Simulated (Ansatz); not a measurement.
# Ge (Fmmm) in Ansatz: notebook

One crystal, Ge, is run at these levels: HSE06 form with a typed share of exact exchange; tasks: single point.

Everything below comes from runs of Ansatz 0.2.0. Logs are shortened: lines on timing, memory, paths and dates and some standing lists are left out, and cuts for length are marked.

**1. The structure**

The structure is orthorhombic, space group Fmmm (No. 69). The conventional cell has a = 5.261 Å, b = 5.771 Å, c = 10.231 Å, α = 90.00°, β = 90.00°, γ = 90.00°. Ge (site symmetry m2m) has 5 Ge at 2.61 to 2.73 Å as nearest neighbours. Ge (site symmetry mm2) has 6 Ge at 2.71 to 2.96 Å as nearest neighbours.

This isn't the form of Ge at room conditions, which is diamond.

**2. Single point, HSE06 form with a typed share of exact exchange**

File input:

```
crystal:
  lattice:
    - [0.0, 2.88574, 5.115665]
    - [2.630497, 0.0, 5.115665]
    - [2.630497, 2.88574, 0.0]
  atoms:
    - { symbol: Ge, position: [0.72649, 0.27351, 0.72649] }
    - { symbol: Ge, position: [0.27351, 0.72649, 0.27351] }
    - { symbol: Ge, position: [0.218133, 0.218133, 0.781867] }
    - { symbol: Ge, position: [0.781867, 0.781867, 0.218133] }
hamiltonian:
  xc: { exchange: pbe, correlation: pbe, exx: { coeff: 0.05, omega: 0.2 } }
  pseudopotentials: { kind: paw }
kpoints:
  mp_grid: { grid: [4, 4, 4] }
scf:
  occupations: { method: fermi_dirac, width: 0.05 }
output:
  forces: true
  stress: true
  eigenvalues: true
```

Potentials or basis: Ansatz PAW.

Log:

```text
Warning: output.stress: scf.convergence.dr2_threshold = 1e-7 eV (the SCF's general default) is looser than the 4e-10 eV advised for a printed stress (1e-10 eV for each atom of the cell: 4). What an SCF threshold leaves in a stress goes as its square root, and in the free energy as the threshold itself, and one threshold admits the most on a small cell: of the crystals measured, under no hybrid functional and no lock of the moments, on runs that ended without the residual-converged pass, on stresses that held no estimate of that error, the worst erred by over 100 MPa in a component at 1e-7 eV an atom and by under 5 at 1e-10. Set scf.convergence.dr2_threshold to 4e-10 eV or tighter. The threshold is an SCF's pass mark: one that does not reach it within its budget of iterations ends unconverged, or closes short of it on a stop that the run arms, and scf.convergence.dr2_threshold's page says what that costs each kind of run
Warning: output.stress: scf.exx.energy_threshold = 1e-6 eV is looser than the 4e-8 eV advised for a stress under a hybrid functional (1e-8 eV for each atom of the cell: 4). Every SCF of the exchange loop can meet its threshold on dr2 while the loop round them stops early: no threshold on dr2 bounds what that leaves in the stress. Set scf.exx.energy_threshold to 4e-8 eV or tighter. The threshold is the loop's pass mark: a loop that does not reach it within its budget of cycles ends unconverged, and scf.exx.energy_threshold's page has the law
GPUs: using 1 of 1 available (devices: 1).
Engine: ansatz 0.2.0, x86_64-unknown-linux-gnu
Pseudopotentials: kind: paw
Pseudopotential: Ge, paw, valence charge 14, recommended cutoff 420 eV (normal), Ge.paw.azcp
Functional definition: unnamed
  parameter a_1 = 0.05
  parameter omega_1 = 0.2/angstrom
  exchange = pbe_x + (-a_1)*pbe_x_sr(omega_1) + a_1*exact_x_sr(omega_1)
  correlation = pbe_c
device memory: the entry about to start is reckoned to put 1.1 GiB on a device that reports 61.3 GiB free (of which the cap on the GPU budget leaves the run 18.0 GiB)
GPU FFT provider: cuFFT
GPU libraries: cuBLAS 13.8.2, cuFFT 12.4.0, cuSOLVER 12.3.4
Crystal: 4 atoms, lattice volume = 77.665 Å³
Basis set: ecut = 420 eV, 1525 PW (Γ), exchange–correlation on 80×80×54 points (8 copies of the dense FFT grid, shifted against one another)
Bands: 34, of which v1, the nominal top of the filled ones, is band 28 counted from 1 (27 counted from 0)
Symmetry: 8 space group operations
Space group: Fmmm (ITA 69), of the structure as read, at distance tolerance 4.3e-5 Å
k-points: 18 of 64
Non-local potential: Ge, projectors of the file, l = 0: 2, l = 1: 2, l = 2: 3, l = 3: 1
PAW form: soft (Blöchl's): semilocal exchange-correlation on the pseudo side does not see the compensation charge
PAW frozen core: Ge, regenerated for the run's functional, and the local potential with it (the file was generated under x = pbe(κ = 0.804, μ = 0.2195149727645171), c = pbe(β = 0.06672455060314922))
PAW one-centre angular grid: Ge, 590 points (default); XC on 64 Gauss nodes
Initial density: superposition of atomic densities (neutral atoms: chi_scale 0, normalization atom), corrected by the library's trained network
Initial wavefunctions: pseudopotential atomic-orbital guess
GPU buffer pool allocated for 43200 grid points (all kernels)
GPU transforms: local potential and band sums: pruned to the plane-wave sphere, on 40×40×27
Functional: x = pbe(κ = 0.804, μ = 0.2195149727645171), c = pbe(β = 0.06672455060314922), warm-up for x = pbe(κ = 0.804, μ = 0.2195149727645171) + 0.05 (exact − pbe) at short range (hse, ω = 0.2 Å⁻¹), c = pbe(β = 0.06672455060314922)
SCF iter   1: F=—  HF=-17179.003785 eV  |F-HF|=—  |Δ(HF+E_count)|=         —  Δρ=2.45e-3  dr2=9.21e-3  ethr=1.77e-3  ⟨swp⟩=6.1  Hψ=2266  notcnv=0
preconditioner: auto → none  [insulator: Δε(μ)=0.185 eV  Ē_g=22.383 eV  σ=0.050 eV  W_gap=0.61  n_scr=28 (ndim 8)  ℏωp=31.5 eV  f_vac=0.000  D(μ)=1.90/eV (n_scr^D=10)]
iter 2 solved again at ethr=1.03e-6 eV; its pass at ethr=1.65e-5 eV (dr2=5.75e-4 eV) is discarded
SCF iter   2: F=—  HF=-17179.002562 eV  |F-HF|=—  |Δ(HF+E_count)|=   1.22e-3  Δρ=9.76e-4  dr2=5.78e-4  ethr=1.03e-6  ⟨swp⟩=3.1  Hψ=2560  notcnv=0
SCF iter   3: F=—  HF=-17179.002627 eV  |F-HF|=—  |Δ(HF+E_count)|=   6.56e-5  Δρ=3.56e-4  dr2=6.99e-5  ethr=1.03e-6  ⟨swp⟩=3.0  Hψ=1223  notcnv=0
SCF iter   4: F=—  HF=-17179.002659 eV  |F-HF|=—  |Δ(HF+E_count)|=   3.18e-5  Δρ=6.28e-5  dr2=1.83e-6  ethr=1.25e-7  ⟨swp⟩=3.0  Hψ=1274  notcnv=0
SCF iter   5: F=—  HF=-17179.002661 eV  |F-HF|=—  |Δ(HF+E_count)|=   1.70e-6  Δρ=8.03e-6  dr2=4.41e-8  ethr=3.27e-9  ⟨swp⟩=3.2  Hψ=1475  notcnv=0
SCF iter   6: F=—  HF=-17179.002661 eV  |F-HF|=—  |Δ(HF+E_count)|=   1.40e-8  Δρ=2.94e-6  dr2=2.71e-9  ethr=7.87e-11  ⟨swp⟩=4.0  Hψ=1698  notcnv=0
SCF iter   7: F=-17179.002661 eV  HF=-17179.002661 eV  |F-HF|=9.82e-11  |Δ(HF+E_count)|=  8.08e-10  Δρ=7.02e-7  dr2=2.06e-10  ethr=4.85e-12  ⟨swp⟩=3.1  Hψ=1626  notcnv=0
SCF 1 converged in 7 iterations: F = -17179.002661 eV  dr2 = 2.06e-10
device memory: the entry about to start is reckoned to put 1.5 GiB on a device that reports 61.3 GiB free (of which the cap on the GPU budget leaves the run 18.0 GiB)
GPU FFT provider: cuFFT
GPU libraries: cuBLAS 13.8.2, cuFFT 12.4.0, cuSOLVER 12.3.4
Initial density: handed on by an earlier stage of this run
Initial wavefunctions: those handed on with the density
GPU buffer pool allocated for 43200 grid points (all kernels)
GPU transforms: local potential and band sums: pruned to the plane-wave sphere, on 40×40×27
Functional: x = pbe(κ = 0.804, μ = 0.2195149727645171) + 0.05 (exact − pbe) at short range (hse, ω = 0.2 Å⁻¹), c = pbe(β = 0.06672455060314922)
Exchange kernel: α = 0.0500, screened, ω = 0.2000 Å⁻¹, Wigner–Seitz truncation, v(0) = 1116.7831 eV·Å³, q-mesh 4×4×4, nearest image of the exchange supercell L = 15.62 Å, pair-density grid 25×40×25, without the augmentation charges, whose exchange is taken in its separable form by FFT convolution over the k-point mesh (the finest that the files' search goes to), smooth part of the exact exchange by density-matrix convolution in up to 1.96 GiB of GPU memory as planned if the GPU has room (build and FFT work areas not counted)
Frozen-core exchange: fock
iter 1 solved again at ethr=2.59e-6 eV; its pass at ethr=1.00e-1 eV (dr2=1.45e-3 eV) is discarded
SCF iter   1: F=—  HF=-17179.589589 eV  |F-HF|=—  |Δ(HF+E_count)|=         —  Δρ=2.85e-3  dr2=2.09e-3  ethr=2.59e-6  ⟨swp⟩=4.9  Hψ=3431  notcnv=0
preconditioner: auto → none  [insulator: Δε(μ)=0.201 eV  Ē_g=23.055 eV  σ=0.050 eV  W_gap=0.63  n_scr=28 (ndim 8)  ℏωp=31.5 eV  f_vac=0.000  D(μ)=1.84/eV (n_scr^D=10)]
SCF iter   2: F=—  HF=-17179.587889 eV  |F-HF|=—  |Δ(HF+E_count)|=   1.70e-3  Δρ=7.22e-4  dr2=3.76e-4  ethr=2.59e-6  ⟨swp⟩=3.0  Hψ=1628  notcnv=0
SCF iter   3: F=—  HF=-17179.587856 eV  |F-HF|=—  |Δ(HF+E_count)|=   3.26e-5  Δρ=4.07e-4  dr2=5.56e-5  ethr=3.31e-7  ⟨swp⟩=2.9  Hψ=1157  notcnv=0
SCF iter   4: F=—  HF=-17179.588029 eV  |F-HF|=—  |Δ(HF+E_count)|=   1.73e-4  Δρ=3.04e-4  dr2=1.52e-4  ethr=9.41e-8  ⟨swp⟩=3.6  Hψ=1467  notcnv=0
SCF iter   5: F=—  HF=-17179.588023 eV  |F-HF|=—  |Δ(HF+E_count)|=   5.66e-6  Δρ=1.99e-4  dr2=1.25e-4  ethr=9.41e-8  ⟨swp⟩=4.0  Hψ=1505  notcnv=0  defer=1
SCF iter   6: F=—  HF=-17179.588007 eV  |F-HF|=—  |Δ(HF+E_count)|=   1.69e-5  Δρ=1.29e-4  dr2=5.14e-5  ethr=9.41e-8  ⟨swp⟩=2.6  Hψ=1137  notcnv=0
SCF iter   7: F=—  HF=-17179.587996 eV  |F-HF|=—  |Δ(HF+E_count)|=   1.04e-5  Δρ=4.01e-5  dr2=4.73e-6  ethr=9.17e-8  ⟨swp⟩=3.0  Hψ=1172  notcnv=0
SCF iter   8: F=—  HF=-17179.587995 eV  |F-HF|=—  |Δ(HF+E_count)|=   1.05e-6  Δρ=6.58e-6  dr2=1.39e-7  ethr=8.39e-9  ⟨swp⟩=3.3  Hψ=1395  notcnv=0
SCF iter   9: F=-17179.587995 eV  HF=-17179.587995 eV  |F-HF|=2.06e-9  |Δ(HF+E_count)|=   2.01e-8  Δρ=1.06e-6  dr2=3.23e-8  ethr=1.93e-10  ⟨swp⟩=4.2  Hψ=1373  notcnv=0  defer=2
SCF 2 converged in 9 iterations: F = -17179.587995 eV  dr2 = 3.23e-8
  Residual-converged pass: ⟨swp⟩=3.0  Hψ=1327  notcnv=0  max |occ|·‖R‖ = 6.6e-6 eV (tolerance 6.7e-6 eV)  dr2=3.22e-8  dr2_onsite=1.45e-9  max |Δocc| = 1.8e-10
hybrid outer 1: dexx = +1.405e-4 eV, tail = 1.40e-4 eV
GPU FFT provider: cuFFT
GPU libraries: cuBLAS 13.8.2, cuFFT 12.4.0, cuSOLVER 12.3.4
GPU buffer pool allocated for 43200 grid points (all kernels)
GPU transforms: local potential and band sums: pruned to the plane-wave sphere, on 40×40×27
Exchange kernel: α = 0.0500, screened, ω = 0.2000 Å⁻¹, Wigner–Seitz truncation, v(0) = 1116.7831 eV·Å³, q-mesh 4×4×4, nearest image of the exchange supercell L = 15.62 Å, pair-density grid 25×40×25, without the augmentation charges, whose exchange is taken in its separable form by FFT convolution over the k-point mesh (the finest that the files' search goes to), smooth part of the exact exchange by density-matrix convolution in up to 1.96 GiB of GPU memory as planned if the GPU has room (build and FFT work areas not counted)
Frozen-core exchange: fock
SCF iter   1: F=—  HF=-17179.588000 eV  |F-HF|=—  |Δ(HF+E_count)|=         —  Δρ=4.89e-6  dr2=1.85e-8  ethr=1.63e-9  ⟨swp⟩=6.4  Hψ=1397  notcnv=0
preconditioner: auto → none  [insulator: Δε(μ)=0.199 eV  Ē_g=23.009 eV  σ=0.050 eV  W_gap=0.63  n_scr=28 (ndim 8)  ℏωp=31.5 eV  f_vac=0.000  D(μ)=1.85/eV (n_scr^D=10)]
SCF iter   2: F=—  HF=-17179.588000 eV  |F-HF|=—  |Δ(HF+E_count)|=  2.00e-10  Δρ=8.83e-7  dr2=3.03e-9  ethr=2.95e-11  ⟨swp⟩=3.8  Hψ=1662  notcnv=0
SCF iter   3: F=-17179.588000 eV  HF=-17179.588000 eV  |F-HF|=5.09e-11  |Δ(HF+E_count)|=   1.78e-8  Δρ=3.19e-7  dr2=7.57e-11  ethr=1.00e-12  ⟨swp⟩=3.1  Hψ=1615  notcnv=0
SCF 3 converged in 3 iterations: F = -17179.588000 eV  dr2 = 7.57e-11
  Residual-converged pass: ⟨swp⟩=3.0  Hψ=1186  notcnv=0  max |occ|·‖R‖ = 2.6e-7 eV (tolerance 2.7e-7 eV)  dr2=7.67e-11  dr2_onsite=4.58e-11  max |Δocc| = 1.6e-13
hybrid outer 2: dexx = +1.068e-9 eV, tail = 2.47e-10 eV, Δε = 1.50e-4 eV (about 5.58e-6 eV left of the loop's levels), ΔF = 7.74e-5 eV/Å (tail 4.26e-5)
hybrid SCF converged: 2 outer / 12 inner (+7 warm-up), last move |dexx| = 1.07e-9 eV, tail = 2.47e-10 eV
Stability not checked: this state was not tested for a lower state beside it, because the functional holds exact exchange (a hybrid, or Hartree-Fock), whose exchange loop this test does not read (fock_operator; see scf.lower_state_search)
Free energy (F): -17179.588000 eV
Frozen-core exchange: fock
Harris-Foulkes:  -17179.588000 eV  (|F-HF|=5.09e-11)
Internal energy: -17179.572326 eV  (E = F + TS)
E sigma→0 (E₀):  -17179.580163 eV
Entropy (-TS):   -0.015674 eV (-3.919 meV/atom)
Fermi energy:    10.543059 eV
--- Per-component energies (eV) ---
  E_band       = -511.127828
  E_kinetic    = 440.498397
  E_local      = -8740.555005  (includes V_loc(G=0)·N_el)
  E_nonlocal   = 1665.491866
  E_hartree    = 3823.912036
  E_xc         = -289.951286
  E_vxc        = -247.365407  (∫ρ·V_xc dr)
  E_exx        = -43.430800  (= α·E_x^exact, valence–valence)
  E_paw        = -8039.123580  (= ΣΔE_a)
  E_vpaw       = -1190.161695  (= ΣTr[D̂ρ^β])
  E_aug_tail   = 0.001275  (compensation charges beyond the density's cutoff)
  E_ewald      = -5996.134398
  E_core_change = -0.280831  (= ΣΔE_core)
  E_smearing   = -0.015674  (= −TS)
  E_closure    = -0.000000  (closes the sum)
  Σ components = -17179.588000   (vs F -17179.588000, Δ=-3.64e-12)
--- Forces (eV/Å), atoms counted from 1 ---
  atom   1  Ge     0.00000000     0.17541346     0.00000000
  atom   2  Ge     0.00000000    -0.17541346     0.00000000
  atom   3  Ge     0.00000000     0.00000000    -0.15145452
  atom   4  Ge     0.00000000     0.00000000     0.15145452
  max |Σ_I F_I| component: 5.55e-17 eV/Å
--- Stress (GPa, compression-positive) ---
       -1.841365       0.000000       0.000000
        0.000000       3.574048       0.000000
        0.000000       0.000000      -3.813078
  P = ⅓ Tr σ = -0.6935 GPa (-6.935 kbar)
--- Band table (eV; the first three rows and the last of 18) ---
  k-point 0: bands = ["-14.9575", "-14.9182", "-14.8979", "-14.8822", "-14.8767", "-14.8735", "-14.8605", "-14.8512", "-14.8258", "-14.8141", "-14.7938", "-14.7899", "-14.7775", "-14.7653", "-14.7137", "-14.6972", "-14.6950", "-14.6848", "-14.6650", "-14.5874", "-2.7885", "1.9040", "4.1239", "6.6638", "7.5422", "8.0984", "8.4733", "8.5995", "8.7961", "13.4915", "14.2414", "14.6682", "16.8721", "17.6538"]
  k-point 1: bands = ["-14.9387", "-14.8988", "-14.8863", "-14.8832", "-14.8733", "-14.8688", "-14.8582", "-14.8348", "-14.8211", "-14.8036", "-14.7967", "-14.7768", "-14.7694", "-14.7652", "-14.7303", "-14.7074", "-14.7030", "-14.6986", "-14.6869", "-14.6229", "-2.0862", "1.8730", "3.2687", "4.6169", "6.2019", "8.5070", "9.2683", "10.4346", "11.0305", "12.2175", "14.3200", "14.8957", "15.9369", "16.1070"]
  k-point 2: bands = ["-14.9039", "-14.9003", "-14.8907", "-14.8882", "-14.8526", "-14.8428", "-14.8364", "-14.8349", "-14.8114", "-14.8024", "-14.8016", "-14.7692", "-14.7502", "-14.7423", "-14.7408", "-14.7331", "-14.7299", "-14.7120", "-14.6933", "-14.6849", "-0.0792", "0.0831", "2.2509", "3.2786", "8.4857", "8.8307", "9.6570", "11.2733", "11.4936", "11.7104", "12.8709", "12.9598", "14.0492", "14.9655"]
  k-point 17: bands = ["-14.9499", "-14.9083", "-14.8914", "-14.8764", "-14.8757", "-14.8525", "-14.8454", "-14.8448", "-14.8354", "-14.8054", "-14.8051", "-14.7965", "-14.7725", "-14.7681", "-14.7362", "-14.7101", "-14.7016", "-14.6978", "-14.6653", "-14.5890", "-1.5772", "-1.1456", "5.6528", "5.9265", "8.3055", "8.5548", "10.2618", "11.0301", "11.5746", "11.7201", "12.5521", "13.3011", "15.5450", "16.1107"]
```

Run time: 16 s. Hardware: 1 × NVIDIA H100 80GB HBM3 with 2 threads of AMD EPYC 7R13 (Zen 3), shared host; peak memory 2.3 GiB.

What came out:

```
Free energy            : -17179.5880 eV
Pressure               : -0.7 GPa
Largest force          : 0.175 eV/Å
Band gap on the k mesh : none (metal or under the smearing width)
```

Forces on the atoms (eV/Å):
```
Ge   0.000  0.175  0.000
Ge   0.000 -0.175  0.000
Ge   0.000  0.000 -0.151
Ge   0.000  0.000  0.151
```

Caveat: the k mesh is coarse (spacing up to 0.43 Å⁻¹), so the values aren't converged, least of all with exact exchange; the PAW data sets come from PBE, with cores solved anew for the run's functional, which leaves a small shift of forces and pressure; the thresholds are loose for stress.

(Continued in part 2 of 2.)
